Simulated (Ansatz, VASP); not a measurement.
# ZrC: VASP beside Ansatz

```
Zr C
1.0
     0.00000    2.32073    2.32073
     2.32073    0.00000    2.32073
     2.32073    2.32073    0.00000
Zr C
1 1
Direct
  0.49837 0.50163 0.50163
  0.01235 0.98765 0.98765
```

Change from the starting cell: mode 4 frozen in at -0.057 Å, strain +e along z and -e/2 along x and y +0.0000.

Alike in both runs: task single point; functional LDA; k mesh 16 × 16 × 16; occupations gaussian, width 0.15 eV; no spin polarisation.

|  | VASP | Ansatz |
| --- | --- | --- |
| version | VASP 6.6.1 | Ansatz 0.2.0 |
| potentials or method | VASP PAW LDA potentials, release 64 (Zr_sv, C) | scalar-relativistic, plane waves, PAW |
| plane-wave cutoff (eV) | 520 | 520 |
| valence electrons in the cell | 16 | 16 |

Ansatz gave:

| Quantity | Value |
| --- | --- |
| gap on the k mesh at the Fermi level (eV) | none |
| pressure (GPa) | 0.4 |
| largest component of the traceless stress (GPa) | 0.88 |
| rms of the force components (eV/Å) | 0.289 |

Problem. Estimate VASP's values.

Solution. gap on the k mesh at the Fermi level (eV): none; pressure (GPa): 1.0; largest component of the traceless stress (GPa): 0.88; rms of the force components (eV/Å): 0.293.

Atom by atom the forces differ by 0.003 eV/Å (rms over components). A gap of «none» marks a metal or a gap that the smearing closes.
